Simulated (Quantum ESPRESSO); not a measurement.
# CuCl2 (P4/mmm) in Quantum ESPRESSO: equation of state

How stiff is CuCl2 in PBEsol, and what volume does it want? The cell is scaled to several volumes.

All numbers are computed with Quantum ESPRESSO 7.5; they aren't measurements. Logs are shortened: lines on timing, memory, paths and dates and some standing lists are left out, and cuts for length are marked.

### 1 The crystal as given

It takes space group P4/mmm (No. 123, tetragonal). The conventional cell has a = 4.521 Å, b = 4.521 Å, c = 4.318 Å, α = 90.00°, β = 90.00°, γ = 90.00°. Cu (site symmetry 4/mmm) has 4 Cl at 2.26 Å as nearest neighbours. Cl (site symmetry mmm) has 2 Cu at 2.26 Å as nearest neighbours.

Measurements of this composition are mostly on another form, of space group No. 12.

### 2 Single point, PBEsol, 27.65 Å³/atom

Contents of pw.in:

```
&CONTROL
  calculation = 'scf'
  prefix = 'pwscf'
  outdir = './tmp'
  pseudo_dir = './pseudo'
  tstress = .true.
  disk_io = 'nowf'
/
&SYSTEM
  ibrav = 0
  nat = 3
  ntyp = 2
  ecutwfc = 56
  ecutrho = 448
  nbnd = 24
  occupations = 'smearing'
  smearing = 'fd'
  degauss = 0.00367493
/
&ELECTRONS
  conv_thr = 6d-10
  electron_maxstep = 120
  mixing_beta = 0.5
/
ATOMIC_SPECIES
Cu    63.5460 cu_pbesol_v1.2.uspp.F.UPF
Cl    35.4500 cl_pbesol_v1.4.uspp.F.UPF
CELL_PARAMETERS angstrom
   4.4283639832    0.0000000000    0.0000000000
   0.0000000000    4.4283639832    0.0000000000
   0.0000000000    0.0000000000    4.2295706966
ATOMIC_POSITIONS crystal
Cu     0.0000000000    0.0000000000    0.0000000000
Cl     0.0000000000    0.5000000000    0.0000000000
Cl     0.5000000000    0.0000000000    0.0000000000
K_POINTS automatic
6 6 6 0 0 0
```

Potentials or basis: GBRV 1.5 PBEsol.

Command:

```bash
OMP_NUM_THREADS=1 mpirun -n 2 pw.x -nk 2 -in pw.in > pw.out
```

pw.out:

```text
This program is part of the open-source Quantum ESPRESSO suite
     for quantum simulation of materials; please cite
         "P. Giannozzi et al., J. Phys.:Condens. Matter 21 395502 (2009);
         "P. Giannozzi et al., J. Phys.:Condens. Matter 29 465901 (2017);
         "P. Giannozzi et al., J. Chem. Phys. 152 154105 (2020);
     in publications or presentations arising from this work. More details at

     Message from routine setup:
     using ibrav=0 with symmetry is DISCOURAGED, use correct ibrav instead

     K-points division:     npool     =       2
     Subspace diagonalization in iterative solution of the eigenvalue problem:
     a serial algorithm will be used

     G-vector sticks info
     --------------------
     sticks:   dense  smooth     PW     G-vecs:    dense   smooth      PW
     Sum        2501    1245    373                89513    31635    5105

     Using Slab Decomposition

     bravais-lattice index     =            0
     lattice parameter (alat)  =       8.3684  a.u.
     unit-cell volume          =     559.7312 (a.u.)^3
     number of atoms/cell      =            3
     number of atomic types    =            2
     number of electrons       =        33.00
     number of Kohn-Sham states=           24
     kinetic-energy cutoff     =      56.0000  Ry
     charge density cutoff     =     448.0000  Ry
     scf convergence threshold =      6.0E-10
     mixing beta               =       0.5000
     number of iterations used =            8  plain     mixing
     Exchange-correlation= SLA  PW   PSX  PSC
                           (   1   4  10   8   0   0   0)

     celldm(1)=   8.368395  celldm(2)=   0.000000  celldm(3)=   0.000000
     celldm(4)=   0.000000  celldm(5)=   0.000000  celldm(6)=   0.000000

     crystal axes: (cart. coord. in units of alat)
               a(1) = (   1.000000   0.000000   0.000000 )
               a(2) = (   0.000000   1.000000   0.000000 )
               a(3) = (   0.000000   0.000000   0.955109 )

     reciprocal axes: (cart. coord. in units 2 pi/alat)
               b(1) = (  1.000000  0.000000  0.000000 )
               b(2) = (  0.000000  1.000000  0.000000 )
               b(3) = (  0.000000  0.000000  1.047001 )

     PseudoPot. # 1 for Cu read from file:
     cu_pbesol_v1.2.uspp.F.UPF
     Pseudo is Ultrasoft + core correction, Zval = 19.0
     Generated by new atomic code, or converted to UPF format
     Using radial grid of  867 points,  6 beta functions with:
                l(1) =   0
                l(2) =   0
                l(3) =   1
                l(4) =   1
                l(5) =   2
                l(6) =   2
     Q(r) pseudized with  8 coefficients,  rinner =    1.150   1.150   1.150
                                                       1.150   1.150

     PseudoPot. # 2 for Cl read from file:
     cl_pbesol_v1.4.uspp.F.UPF
     Pseudo is Ultrasoft + core correction, Zval =  7.0
     Generated by new atomic code, or converted to UPF format
     Using radial grid of  909 points,  6 beta functions with:
                l(1) =   0
                l(2) =   0
                l(3) =   1
                l(4) =   1
                l(5) =   2
                l(6) =   2
     Q(r) pseudized with  8 coefficients,  rinner =    1.300   1.300   1.300
                                                       1.300   1.300

     atomic species   valence    mass     pseudopotential
     Cu               19.00    63.54600     Cu( 1.00)
     Cl                7.00    35.45000     Cl( 1.00)

     16 Sym. Ops., with inversion, found

   Cartesian axes

     site n.     atom                  positions (alat units)
         1        Cu     tau(   1) = (   0.0000000   0.0000000   0.0000000  )
         2        Cl     tau(   2) = (   0.0000000   0.5000000   0.0000000  )
         3        Cl     tau(   3) = (   0.5000000   0.0000000   0.0000000  )

     number of k points=    40  Fermi-Dirac smearing, width (Ry)=  0.0037
                       cart. coord. in units 2pi/alat
        k(    1) = (   0.0000000   0.0000000   0.0000000), wk =   0.0092593
        k(    2) = (   0.0000000   0.0000000   0.1745001), wk =   0.0185185
        k(    3) = (   0.0000000   0.0000000   0.3490003), wk =   0.0185185
        k(    4) = (   0.0000000   0.0000000  -0.5235004), wk =   0.0092593
        k(    5) = (   0.0000000   0.1666667   0.0000000), wk =   0.0370370
        k(    6) = (   0.0000000   0.1666667   0.1745001), wk =   0.0740741
[... 32 lines left out ...]
        k(   39) = (  -0.5000000  -0.5000000   0.3490003), wk =   0.0185185
        k(   40) = (  -0.5000000  -0.5000000  -0.5235004), wk =   0.0092593

     Dense  grid:    89513 G-vectors     FFT dimensions: (  60,  60,  54)

     Smooth grid:    31635 G-vectors     FFT dimensions: (  40,  40,  40)

     Initial potential from superposition of free atoms

     starting charge      32.0000, renormalised to      33.0000

[... 63 lines left out ...]

          k = 0.0000-0.5000 0.3490 (  3954 PWs)   bands (ev):

  -110.0322 -67.7583 -67.7583 -67.2509 -12.7946 -12.5896  -3.9047  -2.1362
    -1.6138  -1.4409  -0.5833  -0.3890  -0.2783  -0.1429   0.8307   0.9507
     0.9790   7.2123   9.2104   9.9297  11.4802  12.3611  13.1644  13.2384

          k = 0.0000-0.5000-0.5235 (  3936 PWs)   bands (ev):

  -110.0322 -67.7583 -67.7583 -67.2509 -12.7842 -12.5795  -3.8930  -2.1221
    -1.6074  -1.5155  -0.7086  -0.3973  -0.2579  -0.1359   0.8778   0.8967
     0.9872   7.0271   9.1530  10.0783  11.5239  12.1233  12.8728  13.4416

          k = 0.1667 0.1667 0.0000 (  3962 PWs)   bands (ev):

  -110.0322 -67.7583 -67.7583 -67.2508 -13.2446 -12.2419  -3.2859  -2.7982
    -1.3392  -0.9580  -0.6479  -0.1573   0.0560   0.1062   0.4203   0.8188
     1.3250   5.3874   8.2234  10.5056  11.2577  11.7739  12.3346  13.6337

          k = 0.1667 0.1667 0.1745 (  3967 PWs)   bands (ev):

  -110.0322 -67.7583 -67.7583 -67.2508 -13.2329 -12.2339  -3.2687  -2.7885
    -1.3338  -1.0924  -0.6836  -0.1422   0.0548   0.0639   0.4448   0.7410
     1.3313   5.5643   8.4272   9.8054  11.5122  11.8748  12.4145  12.9768

          k = 0.1667 0.1667 0.3490 (  3945 PWs)   bands (ev):
[... 41 lines left out ...]
          k = 0.1667-0.5000 0.1745 (  3990 PWs)   bands (ev):

  -110.0322 -67.7583 -67.7583 -67.2508 -12.7564 -12.5993  -4.1319  -2.7022
    -2.0507  -1.2831  -0.8277  -0.0693   0.1030   0.3159   1.0602   1.0848
     1.5490   7.4944   9.2203   9.5736  11.1800  11.2452  12.4551  12.7356

          k = 0.1667-0.5000 0.3490 (  3970 PWs)   bands (ev):

  -110.0322 -67.7583 -67.7583 -67.2509 -12.7362 -12.5793  -4.1011  -2.6856
    -2.0269  -1.4292  -0.9814   0.0061   0.1316   0.1789   0.9583   1.0792
     1.5921   6.8913   9.2671   9.7975  11.3347  12.1817  12.4394  13.2662

          k = 0.1667-0.5000-0.5235 (  3952 PWs)   bands (ev):

  -110.0322 -67.7583 -67.7583 -67.2509 -12.7260 -12.5692  -4.0856  -2.6771
    -2.0147  -1.5029  -1.0625   0.0784   0.0894   0.1462   0.9051   1.0875
     1.6151   6.6096   9.3127   9.7412  11.4237  12.4300  12.9722  13.0193

          k = 0.3333 0.3333 0.0000 (  3980 PWs)   bands (ev):

  -110.0322 -67.7583 -67.7583 -67.2508 -12.8223 -12.4701  -4.4266  -3.0580
    -2.3786  -1.1396  -1.0357  -0.0637   0.4104   0.8073   1.0777   1.1639
     2.5957   7.4367   8.7852   9.6216  10.4062  11.1180  12.2620  12.4949

          k = 0.3333 0.3333 0.1745 (  3976 PWs)   bands (ev):

  -110.0322 -67.7583 -67.7583 -67.2508 -12.8118 -12.4609  -4.4067  -3.0544
    -2.3643  -1.2222  -1.0950  -0.0174   0.4201   0.7268   1.0070   1.1734
     2.6010   7.1849   8.5220   9.7742  10.8388  11.6479  11.6989  12.3624

          k = 0.3333 0.3333 0.3490 (  3956 PWs)   bands (ev):
[... 17 lines left out ...]
          k = 0.3333-0.5000 0.1745 (  3964 PWs)   bands (ev):

  -110.0322 -67.7583 -67.7583 -67.2508 -12.6327 -12.5779  -4.6905  -3.0990
    -2.5688  -1.2673  -1.1488  -0.0029   0.4267   0.8616   1.0955   1.4801
     2.9431   7.2307   9.1992   9.7733  10.5713  11.1543  11.6327  11.6463

          k = 0.3333-0.5000 0.3490 (  3964 PWs)   bands (ev):

  -110.0322 -67.7583 -67.7583 -67.2509 -12.6130 -12.5584  -4.6494  -3.0931
    -2.5371  -1.4070  -1.2898   0.1060   0.4472   0.7244   0.9744   1.4946
     2.9576   6.2283   9.4961   9.6590  10.5599  12.1368  12.3445  12.4198

          k = 0.3333-0.5000-0.5235 (  3956 PWs)   bands (ev):

  -110.0322 -67.7583 -67.7583 -67.2509 -12.6031 -12.5486  -4.6286  -3.0901
    -2.5210  -1.4776  -1.3615   0.1702   0.4580   0.6596   0.9225   1.5018
     2.9651   5.8411   9.2021   9.8073  10.6905  12.5259  12.9962  13.2168

          k =-0.5000-0.5000 0.0000 (  3940 PWs)   bands (ev):

  -110.0322 -67.7583 -67.7583 -67.2508 -12.5768 -12.5768  -5.0103  -3.1781
    -2.7824  -1.1923  -1.1923  -0.0389   0.4632   1.1721   1.1721   1.7538
     3.5742   8.0514   9.4546   9.4546   9.4678  11.0121  11.0122  11.9499

          k =-0.5000-0.5000 0.1745 (  3964 PWs)   bands (ev):

  -110.0322 -67.7583 -67.7583 -67.2508 -12.5672 -12.5672  -4.9888  -3.1761
    -2.7655  -1.2594  -1.2594   0.0108   0.4725   1.1021   1.1021   1.7593
     3.5776   7.0030   9.7404   9.7404  10.3886  10.5471  11.3138  11.3138

          k =-0.5000-0.5000 0.3490 (  3988 PWs)   bands (ev):

  -110.0322 -67.7583 -67.7583 -67.2509 -12.5478 -12.5478  -4.9456  -3.1722
    -2.7314  -1.3959  -1.3959   0.1218   0.4923   0.9827   0.9827   1.7703
     3.5847   5.8900   9.3421  10.1436  10.1436  11.6627  12.3480  12.3480

          k =-0.5000-0.5000-0.5235 (  3952 PWs)   bands (ev):

  -110.0322 -67.7583 -67.7583 -67.2509 -12.5381 -12.5381  -4.9237  -3.1702
    -2.7141  -1.4648  -1.4648   0.1843   0.5027   0.9316   0.9316   1.7758
     3.5882   5.4647   8.9737  10.2801  10.2801  12.0612  13.2935  13.2935

     the Fermi energy is     1.5759 ev

!    total energy              =    -469.97715699 Ry
     estimated scf accuracy    <          5.7E-11 Ry
     smearing contrib. (-TS)   =      -0.00192966 Ry
     internal energy E=F+TS    =    -469.97522733 Ry

     The total energy is F=E-TS. E is the sum of the following terms:
     one-electron contribution =    -491.70350436 Ry
     hartree contribution      =     253.19580339 Ry
     xc contribution           =     -57.01972701 Ry
     ewald contribution        =    -174.44779935 Ry

     convergence has been achieved in  15 iterations

     Computing stress (Cartesian axis) and pressure

     negative rho (up, down):  3.027E-02 0.000E+00
          total   stress  (Ry/bohr**3)                   (kbar)     P=        6.46
   0.00006748   0.00000000   0.00000000            9.93        0.00        0.00
   0.00000000   0.00006748   0.00000000            0.00        9.93        0.00
   0.00000000   0.00000000  -0.00000315            0.00        0.00       -0.46

=------------------------------------------------------------------------------=
   JOB DONE.
=------------------------------------------------------------------------------=
```

Wall time 59 s (2 MPI ranks of Intel Xeon Platinum 8375C at 2.90GHz (Ice Lake), shared host); peak memory 0.5 GiB.

Results:

```yaml
Free_energy: -6394.3650 eV
Pressure: 0.6 GPa
Band_gap_on_the_k_mesh: none (metal or under the smearing width)
```

Caveat: this functional lacks dispersion, which binds the layers, so the pressure and a relaxed spacing across them are unreliable; an odd number of electrons without spin polarisation forces a metal; a magnetic or distorted state may lie lower; the run has no spin polarisation, though such a crystal can be magnetic; semilocal functionals often make such compounds metallic where correlation or magnetic order opens a gap, which also shifts bond lengths.

### 3 Single point, PBEsol, 28.24 Å³/atom

pw.in: that of step 2 with these lines changed.

```diff
@@ -28,5 +28,5 @@
 CELL_PARAMETERS angstrom
-   4.4283639832    0.0000000000    0.0000000000
-   0.0000000000    4.4283639832    0.0000000000
-   0.0000000000    0.0000000000    4.2295706966
+   4.4595506726    0.0000000000    0.0000000000
+   0.0000000000    4.4595506726    0.0000000000
+   0.0000000000    0.0000000000    4.2593573872
 ATOMIC_POSITIONS crystal
```

Potentials or basis: GBRV 1.5 PBEsol.

Command:

```bash
OMP_NUM_THREADS=1 mpirun -n 2 pw.x -nk 2 -in pw.in > pw.out
```

Wall time 49 s (2 MPI ranks of Intel Xeon Platinum 8375C at 2.90GHz (Ice Lake), shared host); peak memory 0.52 GiB.

The run converged. Its results:

| Quantity | Value |
| --- | --- |
| Free energy | -6394.3684 eV |
| Pressure | -0.2 GPa |
| Band gap on the k mesh | none (metal or under the smearing width) |

Caveat: this functional lacks dispersion, which binds the layers, so the pressure and a relaxed spacing across them are unreliable; an odd number of electrons without spin polarisation forces a metal; a magnetic or distorted state may lie lower; the run has no spin polarisation, though such a crystal can be magnetic; semilocal functionals often make such compounds metallic where correlation or magnetic order opens a gap, which also shifts bond lengths.

### 4 Single point, PBEsol, 28.82 Å³/atom

pw.in: that of step 3 with these lines changed.

```diff
@@ -28,5 +28,5 @@
 CELL_PARAMETERS angstrom
-   4.4595506726    0.0000000000    0.0000000000
-   0.0000000000    4.4595506726    0.0000000000
-   0.0000000000    0.0000000000    4.2593573872
+   4.4903071663    0.0000000000    0.0000000000
+   0.0000000000    4.4903071663    0.0000000000
+   0.0000000000    0.0000000000    4.2887331940
 ATOMIC_POSITIONS crystal
```

Command:

```bash
OMP_NUM_THREADS=1 mpirun -n 2 pw.x -nk 2 -in pw.in > pw.out
```

Wall time 59 s (2 MPI ranks of Intel Xeon Platinum 8375C at 2.90GHz (Ice Lake), shared host); peak memory 0.52 GiB.

Results (log left out):

| Item | Value |
| --- | --- |
| Free energy | -6394.3628 eV |
| Pressure | -1.0 GPa |
| Band gap on the k mesh | none (metal or under the smearing width) |

Caveat: this functional lacks dispersion, which binds the layers, so the pressure and a relaxed spacing across them are unreliable; an odd number of electrons without spin polarisation forces a metal; a magnetic or distorted state may lie lower; the run has no spin polarisation, though such a crystal can be magnetic; semilocal functionals often make such compounds metallic where correlation or magnetic order opens a gap, which also shifts bond lengths.

### 5 Single point, PBEsol, 29.41 Å³/atom

pw.in: that of step 4 with these lines changed.

```diff
@@ -28,5 +28,5 @@
 CELL_PARAMETERS angstrom
-   4.4903071663    0.0000000000    0.0000000000
-   0.0000000000    4.4903071663    0.0000000000
-   0.0000000000    0.0000000000    4.2887331940
+   4.5206480000    0.0000000000    0.0000000000
+   0.0000000000    4.5206480000    0.0000000000
+   0.0000000000    0.0000000000    4.3177120000
 ATOMIC_POSITIONS crystal
```

Command:

```bash
OMP_NUM_THREADS=1 mpirun -n 2 pw.x -nk 2 -in pw.in > pw.out
```

Wall time 61 s (2 MPI ranks of Intel Xeon Platinum 8375C at 2.90GHz (Ice Lake), shared host); peak memory 0.52 GiB.

Results (log left out):

* Free energy: -6394.3493 eV
* Pressure: -1.7 GPa
* Band gap on the k mesh: none (metal or under the smearing width)

Caveat: this functional lacks dispersion, which binds the layers, so the pressure and a relaxed spacing across them are unreliable; an odd number of electrons without spin polarisation forces a metal; a magnetic or distorted state may lie lower; the run has no spin polarisation, though such a crystal can be magnetic; semilocal functionals often make such compounds metallic where correlation or magnetic order opens a gap, which also shifts bond lengths.

### 6 Single point, PBEsol, 30.00 Å³/atom

pw.in: that of step 5 with these lines changed.

```diff
@@ -28,5 +28,5 @@
 CELL_PARAMETERS angstrom
-   4.5206480000    0.0000000000    0.0000000000
-   0.0000000000    4.5206480000    0.0000000000
-   0.0000000000    0.0000000000    4.3177120000
+   4.5505869387    0.0000000000    0.0000000000
+   0.0000000000    4.5505869387    0.0000000000
+   0.0000000000    0.0000000000    4.3463069525
 ATOMIC_POSITIONS crystal
```

Potentials or basis: GBRV 1.5 PBEsol.

Command:

```bash
OMP_NUM_THREADS=1 mpirun -n 2 pw.x -nk 2 -in pw.in > pw.out
```

Run time: 56 s. Hardware: 2 MPI ranks of Intel Xeon Platinum 8375C at 2.90GHz (Ice Lake), shared host; peak memory 0.54 GiB.

It converged, with:

```
Free energy            : -6394.3288 eV
Pressure               : -2.3 GPa
Band gap on the k mesh : none (metal or under the smearing width)
```

Caveat: this functional lacks dispersion, which binds the layers, so the pressure and a relaxed spacing across them are unreliable; an odd number of electrons without spin polarisation forces a metal; a magnetic or distorted state may lie lower; the run has no spin polarisation, though such a crystal can be magnetic; semilocal functionals often make such compounds metallic where correlation or magnetic order opens a gap, which also shifts bond lengths.

### 7 Single point, PBEsol, 30.59 Å³/atom

pw.in: that of step 6 with these lines changed.

```diff
@@ -28,5 +28,5 @@
 CELL_PARAMETERS angstrom
-   4.5505869387    0.0000000000    0.0000000000
-   0.0000000000    4.5505869387    0.0000000000
-   0.0000000000    0.0000000000    4.3463069525
+   4.5801370326    0.0000000000    0.0000000000
+   0.0000000000    4.5801370326    0.0000000000
+   0.0000000000    0.0000000000    4.3745305158
 ATOMIC_POSITIONS crystal
```

Command:

```bash
OMP_NUM_THREADS=1 mpirun -n 2 pw.x -nk 2 -in pw.in > pw.out
```

Wall time 56 s (2 MPI ranks of Intel Xeon Platinum 8375C at 2.90GHz (Ice Lake), shared host); peak memory 0.54 GiB.

It converged, with:

```yaml
Free_energy: -6394.3020 eV
Pressure: -2.8 GPa
Band_gap_on_the_k_mesh: none (metal or under the smearing width)
```

Caveat: this functional lacks dispersion, which binds the layers, so the pressure and a relaxed spacing across them are unreliable; an odd number of electrons without spin polarisation forces a metal; a magnetic or distorted state may lie lower; the run has no spin polarisation, though such a crystal can be magnetic; semilocal functionals often make such compounds metallic where correlation or magnetic order opens a gap, which also shifts bond lengths.

### 8 Single point, PBEsol, 31.18 Å³/atom

pw.in: that of step 7 with these lines changed.

```diff
@@ -28,5 +28,5 @@
 CELL_PARAMETERS angstrom
-   4.5801370326    0.0000000000    0.0000000000
-   0.0000000000    4.5801370326    0.0000000000
-   0.0000000000    0.0000000000    4.3745305158
+   4.6093106665    0.0000000000    0.0000000000
+   0.0000000000    4.6093106665    0.0000000000
+   0.0000000000    0.0000000000    4.4023945187
 ATOMIC_POSITIONS crystal
```

Command:

```bash
OMP_NUM_THREADS=1 mpirun -n 2 pw.x -nk 2 -in pw.in > pw.out
```

Wall time 62 s (2 MPI ranks of Intel Xeon Platinum 8375C at 2.90GHz (Ice Lake), shared host); peak memory 0.56 GiB.

The run converged. Its results:

- Free energy: -6394.2698 eV
- Pressure: -3.2 GPa
- Band gap on the k mesh: none (metal or under the smearing width)

Caveat: this functional lacks dispersion, which binds the layers, so the pressure and a relaxed spacing across them are unreliable; an odd number of electrons without spin polarisation forces a metal; a magnetic or distorted state may lie lower; the run has no spin polarisation, though such a crystal can be magnetic; semilocal functionals often make such compounds metallic where correlation or magnetic order opens a gap, which also shifts bond lengths.

### 9 Equation of state, PBEsol

Potentials or basis: GBRV 1.5 PBEsol.

No new run: the results of the series are fitted here.

Results:

```yaml
Equilibrium_volume: 28.15 Å³/atom
Bulk_modulus_at_fixed_shape_and_positions: 40 GPa
Pressure_derivative_of_the_bulk_modulus: 4.9
```

Energy against volume, from the lowest point:
| volume (Å³/atom) | energy (meV/atom) |
| --- | --- |
| 27.648 | 1.14 |
| 28.236 | 0.00 |
| 28.824 | 1.85 |
| 29.413 | 6.36 |
| 30.001 | 13.21 |
| 30.589 | 22.13 |
| 31.177 | 32.88 |

Caveat: the cell was scaled at fixed shape and fractional positions, which overstates the stiffness of a crystal with free parameters, most of all of layers and chains; this functional lacks dispersion, which binds the layers, so the pressure and a relaxed spacing across them are unreliable; the run has no spin polarisation, though such a crystal can be magnetic.
